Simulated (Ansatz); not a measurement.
## How far PBE-D3(BJ) and r2SCAN+rVV10 part for Sb2Te3, pressure 3 GPa

Consider Sb2Te3 in the Bi2Te3 type structure (space group R-3m, No. 166; a = 4.2761 Å, c = 29.8248 Å (hexagonal axes)).

(Cell as relaxed with PBE-D3(BJ).)

Levels (all Ansatz, a first-principles code, PAW): PBE-D3(BJ) (420 eV, spin-orbit coupling left out); r2SCAN+rVV10 (500 eV, spin-orbit coupling left out).

Each level relaxes its own structure.

```json
[
 {"base": "volume per atom", "PBE-D3(BJ)": "31.49 Å³", "r2SCAN+rVV10": "32.80 Å³"},
 {"base": "lattice parameter a", "PBE-D3(BJ)": "4.276 Å", "r2SCAN+rVV10": "4.286 Å"}
]
```

The change: cell and atoms relaxed at a pressure of 3 GPa.

```json
[
 {"quantity": "volume per atom", "PBE-D3(BJ)": "29.64 Å³", "r2SCAN+rVV10": "?"},
 {"quantity": "c/a ratio", "PBE-D3(BJ)": "6.946", "r2SCAN+rVV10": "?"}
]
```

Problem. Given the PBE-D3(BJ) results, estimate those of r2SCAN+rVV10.

Solution. 
- volume per atom, r2SCAN+rVV10: 30.49 Å³
- c/a ratio, r2SCAN+rVV10: 7.044

PBE-D3(BJ)'s volume per atom lies 0.85 Å³ below r2SCAN+rVV10's (2.8 %); PBE-D3(BJ)'s c/a ratio lies 0.098 below r2SCAN+rVV10's. Neither level is exact; r2SCAN+rVV10 is the comparison here, not a measurement.

A case with no gap was solved on a k-mesh chosen for an insulator, which is coarse for it. Load acts through the strain it causes; cell and atoms are relaxed under it. No phonon test of stability was made. The final runs are not spin-polarised.
